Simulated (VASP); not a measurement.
**LiH in VASP: one cell, several levels of theory**

An exercise on one series of results from a longer session: the logs are not shown, and one member is left open.

The runs shown are made with VASP 6.6.1. PAW datasets, plane waves. Spin-unpolarised throughout. Whether this structure exists isn't addressed.

### The cell

The cell comes from an earlier relaxation with r2SCAN in another program.

The symmetry is Pm-3m (No. 221, cubic); conventional cell a = 2.502 Å, 7.83 Å³ an atom. Near Li stand 8 H at 2.17 Å; near H stand 8 Li at 2.17 Å.

Structure file:

Space group Pm-3m (No. 221). a = 2.502 Å, b = 2.502 Å, c = 2.502 Å, α = 90.00°, β = 90.00°, γ = 90.00°
```csv
atom,site,symmetry,x,y,z
Li,1a,m-3m,0.0000,0.0000,0.0000
H,1b,m-3m,0.5000,0.5000,0.5000
```

Set-up of the first run:

INCAR

```
ENCUT = 520.000000
SIGMA = 0.020000
EDIFF = 1.00e-07
GGA = PE
PREC = Accurate
IBRION = -1
ISIF = 2
ISMEAR = -1
NBANDS = 9
NELM = 120
NSW = 0
LASPH = .TRUE.
LCHARG = .FALSE.
LWAVE = .FALSE.
LREAL = .FALSE.
```

KPOINTS

```
KPOINTS created by Atomic Simulation Environment
0
Gamma
10 10 10
0 0 0
```

KPOINTS_OPT

```
special points
4
Reciprocal
0.0000000000 0.0000000000 0.0000000000 1
0.0000000000 0.5000000000 0.0000000000 1
0.5000000000 0.5000000000 0.0000000000 1
0.5000000000 0.5000000000 0.5000000000 1
```

POSCAR

```
Li H
 1.0000000000000000
     2.5016587116031355   -0.0000000000000000    0.0000000000000000
    -0.0000000000000000    2.5016587116031355    0.0000000000000000
     0.0000000000000000    0.0000000000000000    2.5016587116031355
 Li  H
   1   1
Cartesian
  0.0000000000000000  0.0000000000000000 -0.0000000000000000
  1.2508293558015677  1.2508293558015677  1.2508293558015677
```

The run uses the recommended PBE PAW datasets (4 valence electrons a neutral cell).

Launch:

```console
> mpirun -np 1 vasp_std
```

Among the steps run: PBE; r2SCAN at this geometry; LDA at this geometry; PBEsol; Linear response to a field, PBE.

One of the session's tables, all rows but one given; the rest of the session is left out.

| level | gap (eV) | pressure (GPa) | Ansatz: gap (eV) | Ansatz: pressure (GPa) |
| --- | --- | --- | --- | --- |
| PBE | ? | ? | ? | ? |
| r2SCAN | 1.30 | -0.50 | 1.12 | 0.00 |
| LDA | 0.38 | -2.50 | 0.36 | -2.36 |
| PBEsol | 0.47 | -0.56 | 0.45 | -0.44 |

**Question.** Estimate the row for PBE.

**Answer.** gap (eV): 0.73; pressure (GPa): 0.06; Ansatz: gap (eV): 0.71; Ansatz: pressure (GPa): 0.23. In the column «gap (eV)» it lies between PBEsol (0.47) and r2SCAN (1.30).

**Reading.** The gap runs from 0.38 eV (LDA) to 1.30 eV (r2SCAN). At this one volume the pressure spans -2.5 GPa (LDA) to 0.1 GPa (PBE): PBE wants the largest cell and LDA the smallest. The two programs agree on the gap within 0.19 eV, far less than the spread between functionals. A mean ε∞ of 4.6 means a refractive index near 2.15 below the gap. Datasets and cutoffs are each program's own. LDA means the Perdew–Zunger form in VASP and the Perdew–Wang form in Ansatz.
